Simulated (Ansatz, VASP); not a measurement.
Two plane-wave programs on ZrC

File INCAR:

```
PREC = Accurate
ENCUT = 520
EDIFF = 1E-6
ISMEAR = 0
SIGMA = 0.15
LREAL = False
LASPH = True
NELM = 80
ALGO = Normal
ISIF = 2
LWAVE = False
LCHARG = True
LELF = True
LVHAR = True
NBANDS = 15
```

Contents of KPOINTS:

```
regular mesh
0
Gamma
  16 16 16
```

Contents of POSCAR:

```
ZrC
1.0
    0.0000000000      2.3207286109      2.3207286109
    2.3207286109      0.0000000000      2.3207286109
    2.3207286109      2.3207286109      0.0000000000
Zr C
1 1
Direct
    0.4967462522      0.5032537478      0.5032537478
    0.0247120666     -0.0247120666     -0.0247120666
```

Input for Ansatz:

```yaml
crystal:
  lattice:
    - [0.0, 2.3207286109, 2.3207286109]
    - [2.3207286109, 0.0, 2.3207286109]
    - [2.3207286109, 2.3207286109, 0.0]
  atoms:
    - { symbol: Zr, position: [0.4967462522, 0.5032537478, 0.5032537478] }
    - { symbol: C, position: [0.0247120666, -0.0247120666, -0.0247120666] }
basis:
  ecutwfc: 520.0
kpoints:
  mp_grid: { grid: [16, 16, 16] }
hamiltonian:
  xc: lda
scf:
  occupations: { method: gaussian, width: 0.15 }
output:
  forces: true
  stress: true
  eigenvalues: true
  write_density: true
  write_potential: true
  elf: true
  volumetric_format: npy
```

Change from the starting cell: mode 4 frozen in at -0.115 Å and mode 5 at +0.000 Å (largest displacements).

Alike in both runs: task single point; functional LDA; k mesh 16 × 16 × 16; occupations gaussian, width 0.15 eV; no spin polarisation.

|  | VASP | Ansatz |
| --- | --- | --- |
| version | VASP 6.6.1 | Ansatz 0.2.0 |
| potentials or method | VASP PAW LDA potentials, release 64 (Zr_sv, C) | scalar-relativistic, plane waves, PAW |
| plane-wave cutoff (eV) | 520 | 520 |
| valence electrons in the cell | 16 | 16 |

|  | VASP | Ansatz | Ansatz less VASP |
| --- | --- | --- | --- |
| gap on the k mesh at the Fermi level (eV) | none | none | - |
| pressure (GPa) | 2.1 | 1.5 | -0.64 |
| largest component of the traceless stress (GPa) | 3.56 | 3.54 | -0.022 |
| rms of the force components (eV/Å) | 0.595 | 0.589 | -0.0065 |

Atom by atom the forces differ by 0.007 eV/Å (rms over components). A gap of «none» marks a metal or a gap that the smearing closes.

Caveats: forces of over 1 eV/Å show positions far from the minimum, so gaps and moduli don't describe the material at rest.
